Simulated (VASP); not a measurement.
Input of a VASP 6.6.1 run:

The input INCAR:

```
SYSTEM = Y
  ALGO = Normal
  EDIFF = 1E-7
  EDIFFG = -0.01
  ENCUT = 520
  GGA = PE
  GGA_COMPAT = .FALSE.
  IBRION = 2
  ISIF = 2
  ISMEAR = 1
  IVDW = 4
  LASPH = .TRUE.
  LCHARG = .FALSE.
  LMAXMIX = 4
  LNONCOLLINEAR = .TRUE.
  LORBIT = 11
  LREAL = .FALSE.
  LSORBIT = .TRUE.
  LWAVE = .FALSE.
  MAGMOM = 0 0 0
  NELM = 80
  NSW = 40
  PREC = Accurate
  SIGMA = 0.1
```

Contents of KPOINTS:

```
k-points
0
G
  7 7 7
  0 0 0
```

Contents of POSCAR:

```
Y
3.5319
    0.002420227073      0.710193380334      0.704009456666
    0.707263512557     -0.007548911351      0.713978595090
    0.727750502562      0.740649791897     -0.028036184490
Y
1
Direct
    0.0023360000     -0.0005020000     -0.0147950000
```

Potentials or basis: VASP PAW PBE potentials, release 64 (Y_sv).

The run is started by

```bash
$ cat potpaw_PBE.64/Y_sv/POTCAR > POTCAR
$ mpirun -np 1 vasp_ncl > vasp.out
```

(1) What does it give for the dispersion energy per atom?

Results:

(1) -0.198 eV.

Caveat: the relaxation stopped at its first step, so nothing moved.
